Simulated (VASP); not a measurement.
# Si12HO24 (a cell with a defect) in VASP: settings compared, part 2 of 2

VASP 6.6.1. Earlier steps stand in the parts before.

## Step 3: Single point, r2SCAN

INCAR

```
PREC = Accurate ; ENCUT = 450
EDIFF = 1E-6 ; ISMEAR = 0
SIGMA = 0.02 ; LREAL = F
LASPH = T ; NELM = 80
ALGO = Normal ; ISIF = 2
LWAVE = F ; LCHARG = F
METAGGA = R2SCAN ; LMIXTAU = T
NBANDS = 236
```

KPOINTS

```
regular mesh
0
Gamma
  1 1 1
```

POSCAR

```
Si12HO24
1.0
    9.8316000000      0.0000000000      0.0000000000
   -4.9158000000      8.5144153600      0.0000000000
    0.0000000000      0.0000000000     10.8182000000
Si O H
24 48 2
Direct
    0.2709099100      0.0094391800      0.1655027100
    0.9985581900      0.2592514300      0.3363694500
    0.2293313700      0.2350352900      0.9973888100
    0.2536999600      0.9943798200      0.6857301500
    0.9943088900      0.2605859300      0.8263963100
    0.2083269900      0.1946535800      0.5153311300
    0.2621491600      0.4975911800      0.1718615900
    0.0071092300      0.7712372900      0.3283148600
    0.2235410900      0.7272896200      0.0054956200
    0.2669434400      0.4925265000      0.6593211300
    0.9964925600      0.7555626100      0.8443723300
    0.2341662800      0.7379975200      0.4999615600
    0.7679183600      0.0027725800      0.1637768200
    0.5150453800      0.2909717700      0.3263891900
    0.7354828800      0.2356065700      0.9947544900
    0.7500254000      0.9945486100      0.6643177100
    0.4988791700      0.2694374300      0.8323993700
    0.7270726000      0.2340685100      0.4992150500
    0.7874783800      0.5096747300      0.1573528400
    0.5014811400      0.7712337700      0.3306460800
    0.7306058600      0.7321122000      0.9989357800
    0.7689976800      0.5017534200      0.6662599300
    0.4892422100      0.7549201000      0.8332459800
    0.7359702800      0.7334614600      0.4949275200
    0.0585994900      0.1851775900      0.4426589500
    0.2910020100      0.3666465000      0.1058264000
    0.1398598500      0.4267424900      0.2869976000
    0.2009835100      0.0720170000      0.0577487200
    0.4066298400      0.3704627500      0.3615348300
    0.4326514900      0.1539250100      0.2217404800
    0.0637104000      0.2018104000      0.9379856800
    0.2961209500      0.3602216000      0.5945064100
    0.1329963000      0.4206365700      0.7662825000
    0.1440959400      0.0534628100      0.6192837800
    0.3618947100      0.2974696100      0.8889306100
    0.4273668200      0.1382933600      0.7227606500
    0.0698422700      0.7005748600      0.4356703700
    0.2976032600      0.8725800500      0.1047948800
    0.1459163000      0.9395625000      0.2791979800
    0.1925934700      0.5656927500      0.0691771200
    0.3725483100      0.8040633200      0.3955902100
    0.4281822600      0.6421691300      0.2206537200
    0.0484628800      0.6811712500      0.9565332700
    0.2831508900      0.8721161200      0.6050312400
    0.1573768100      0.9148317700      0.8113722100
    0.2107464500      0.5753019700      0.5568150000
    0.3464649500      0.7730380600      0.8905284800
    0.4297587500      0.6246495600      0.7230592100
    0.5674995200      0.2199689900      0.4418414100
    0.8114747800      0.3713264800      0.0999751300
    0.6741022500      0.4415287100      0.2761049300
    0.7048024300      0.0708391800      0.0544039400
    0.8598764000      0.2853916600      0.3919929700
    0.9337635900      0.1388796900      0.2191445800
    0.5688786300      0.2097478700      0.9432799200
    0.7969424800      0.3651871000      0.6090898100
    0.6362505700      0.4334820500      0.7744881600
    0.6856066900      0.0652798700      0.5578710000
    0.8594873700      0.2928012300      0.8810256900
    0.9165469200      0.1276861800      0.7199152000
    0.5689396300      0.6934002000      0.4307230900
    0.7919415500      0.8629271600      0.1084292300
    0.6399768800      0.9359748100      0.2761740900
    0.7067804900      0.5682967600      0.0547796900
    0.8688771100      0.7964578400      0.3870153500
    0.9505596500      0.6538900700      0.2097545600
    0.5644435100      0.7011425300      0.9437322700
    0.7805881900      0.8618020400      0.6029322100
    0.6206643000      0.9221698500      0.7749832700
    0.7103227700      0.5713318500      0.5546426500
    0.8615482000      0.7938688900      0.8892565300
    0.9332905500      0.6387354700      0.7249986100
    0.4686794900      0.4825753500      0.3818611000
    0.2844038600      0.1409644900      0.4493487500
```

Potentials or basis: VASP PAW PBE potentials, release 64 (Si, O, H).

Run with:

```
cat potpaw_PBE.64/Si/POTCAR potpaw_PBE.64/O/POTCAR potpaw_PBE.64/H/POTCAR > POTCAR
mpirun -np 1 vasp_std > vasp.out
```

OUTCAR:

```text
PREC = Accurate
   ENCUT = 450
   EDIFF = 1E-6
   ISMEAR = 0
   LREAL = F
   LASPH = T
   NELM = 80
   ISIF = 2
   METAGGA = R2SCAN

 ion  position               nearest neighbor table
   1  0.271  0.009  0.166-  28 1.62  39 1.63  30 1.63  38 1.63   8 3.04   3 3.05   9 3.10  14 3.13

   2  0.999  0.259  0.336-  25 1.62  53 1.62  27 1.62  54 1.63  13 3.04   7 3.05  18 3.10   6 3.12

   3  0.229  0.235  0.997-  28 1.62  26 1.62  31 1.62  35 1.63   1 3.05   5 3.07  17 3.07   7 3.08
[... 40 lines left out ...]
  25  0.059  0.185  0.443-   2 1.62   6 1.63
  26  0.291  0.367  0.106-   7 1.62   3 1.62
  27  0.140  0.427  0.287-   2 1.62   7 1.63
[... 576 lines left out ...]
  Total      -19.5149551    -20.2604533    -13.1440813      0.7177125     -5.7281004     -2.1656537
  in kB      -34.5258277    -35.8447620    -23.2544879      1.2697759    -10.1341461     -3.8314711
  external PRESSURE =     -31.2083592 kB  Pullay stress =       0.0000000 kB

 VOLUME and BASIS-vectors are now :
 -----------------------------------------------------------------------------
  energy-cutoff  :      450.00
  volume of cell :      905.60
      direct lattice vectors                 reciprocal lattice vectors
     9.831600000  0.000000000  0.000000000     0.101712844  0.058723938  0.000000000
    -4.915800000  8.514415360  0.000000000     0.000000000  0.117447876  0.000000000
     0.000000000  0.000000000 10.818200000     0.000000000  0.000000000  0.092436819

 POSITION                                       TOTAL-FORCE (eV/Angst)
 -----------------------------------------------------------------------------------
      2.61708      0.08037      1.79044        -0.008212     -0.001357     -0.021604
      8.54300      2.20737      3.63891         0.012563      0.009379      0.040470
      1.09931      2.00119     10.78995        -0.021221     -0.038187      0.004318
     -2.39390      8.46656      7.41837        -0.042850     -0.020592      0.091347
      8.49466      2.21874      8.94012        -0.022453      0.019295     -0.037797
      1.09131      1.65736      5.57496        -2.903365      1.064744      2.088383
[... 66 lines left out ...]
      2.23563      4.10885      4.13105        -0.049808     -0.277929     -0.039590
      2.10319      1.20023      4.86114         2.717569     -0.987658     -1.990848
 -----------------------------------------------------------------------------------
    total drift:                               -0.002470      0.000397     -0.001539

  FREE ENERGIE OF THE ION-ELECTRON SYSTEM (eV)
  ---------------------------------------------------
  free  energy   TOTEN  =      -719.7213796528 eV

  energy  without entropy=     -719.7213796528  energy(sigma->0) =     -719.72137965
```

OSZICAR:

```text
N       E                     dE             d eps       ncg     rms          rms(c)
DAV:   1     0.217213845475E+04    0.21721E+04   -0.19303E+05   480   0.138E+03
DAV:   2    -0.710620845497E+03   -0.28828E+04   -0.28251E+04   564   0.340E+02
DAV:   3    -0.905403964017E+03   -0.19478E+03   -0.19390E+03   552   0.953E+01
[... 17 lines left out ...]
DAV:  21    -0.719721368858E+03   -0.15134E-05   -0.13266E-05   512   0.117E-02    0.426E-03
DAV:  22    -0.719721376284E+03   -0.74252E-05   -0.35549E-06   400   0.659E-03    0.195E-03
DAV:  23    -0.719721373623E+03    0.26603E-05   -0.65636E-07   360   0.261E-03    0.167E-03
DAV:  24    -0.719721378774E+03   -0.51509E-05   -0.22547E-06   320   0.481E-03    0.104E-03
DAV:  25    -0.719721379653E+03   -0.87861E-06   -0.34201E-07   320   0.194E-03
   1 F= -.71972138E+03 E0= -.71972138E+03  d E =-.222313E-17
```

Wall time 16 min (1 thread of Intel Xeon 6975P-C (Granite Rapids), shared host); peak memory 0.91 GiB.

What came out:

```yaml
Free_energy: -719.7214 eV
Largest_force: 3.732 eV/Å
Band_gap_on_the_k_mesh: 6.06 eV, direct
```

Forces in eV/Å, atoms in the order of the input:
```
Si  -0.008 -0.001 -0.022
Si   0.013  0.009  0.040
Si  -0.021 -0.038  0.004
Si  -0.043 -0.021  0.091
Si  -0.022  0.019 -0.038
Si  -2.903  1.065  2.088
Si   0.010  0.013 -0.025
Si  -0.013  0.034  0.003
Si  -0.008 -0.089 -0.004
Si   0.040 -0.001 -0.016
Si   0.037  0.069  0.004
Si  -0.009 -0.045  0.000
Si   0.045  0.007  0.004
Si   0.125  0.118 -0.081
Si   0.000 -0.021 -0.009
Si   0.074  0.001 -0.002
Si  -0.028  0.041 -0.005
Si   0.014 -0.035  0.017
Si   0.058 -0.012  0.022
Si  -0.007  0.025 -0.002
Si  -0.037 -0.024 -0.004
Si   0.033  0.003 -0.008
Si  -0.005  0.024  0.002
Si  -0.025 -0.021  0.028
O    0.020  0.245 -0.130
O   -0.255 -0.026 -0.105
O    0.113 -0.206 -0.196
O    0.167  0.235  0.147
O    0.417  0.027 -0.038
O   -0.233  0.027  0.197
O    0.113  0.239 -0.141
O   -0.286 -0.042 -0.021
O    0.134 -0.213 -0.117
O    0.359  0.071  0.067
O    0.117 -0.240  0.136
O   -0.259  0.007  0.196
O    0.100  0.279 -0.129
O   -0.274 -0.041 -0.087
O    0.133 -0.204 -0.144
O    0.183  0.221  0.120
O    0.097 -0.259  0.096
O   -0.225 -0.021  0.188
O    0.111  0.290 -0.175
O   -0.217 -0.041 -0.078
O   -0.032 -0.203 -0.245
O    0.128  0.208  0.124
O    0.119 -0.167  0.155
O   -0.281  0.033  0.131
O    0.034  0.199 -0.181
O   -0.296 -0.009 -0.125
O   -0.007 -0.181 -0.187
O    0.152  0.222  0.137
O    0.078 -0.203  0.133
O   -0.267 -0.017  0.156
O    0.125  0.222 -0.161
O   -0.289 -0.016 -0.147
O    0.152 -0.216 -0.133
O    0.172  0.226  0.124
O    0.122 -0.231  0.171
O   -0.268  0.035  0.147
O    0.084  0.269 -0.108
O   -0.254 -0.012 -0.148
O    0.132 -0.230 -0.154
O    0.184  0.236  0.129
O    0.122 -0.231  0.128
O   -0.256 -0.036  0.170
O    0.124  0.223 -0.149
O   -0.234 -0.029 -0.150
O    0.148 -0.218 -0.141
O    0.121  0.203  0.123
O    0.132 -0.265  0.186
O   -0.250 -0.014  0.172
H   -0.050 -0.278 -0.040
H    2.718 -0.988 -1.991
```

Levels at points of the mesh, in eV from the valence-band top:
```
           k point  band 189  band 190  band 191  band 192  band 193  band 194  band 195  band 196  band 197  band 198
(0.00, 0.00, 0.00)     -0.61     -0.59     -0.53     -0.50      0.00      6.06      7.79      8.01      8.25      8.33
```

Caveat: the cutoff is under 1.25 times the usual one of these potentials, so pressure, stress and relaxed cells hold a basis-set (Pulay) error; the PAW data sets were made with another functional, which shifts forces and pressure a little.
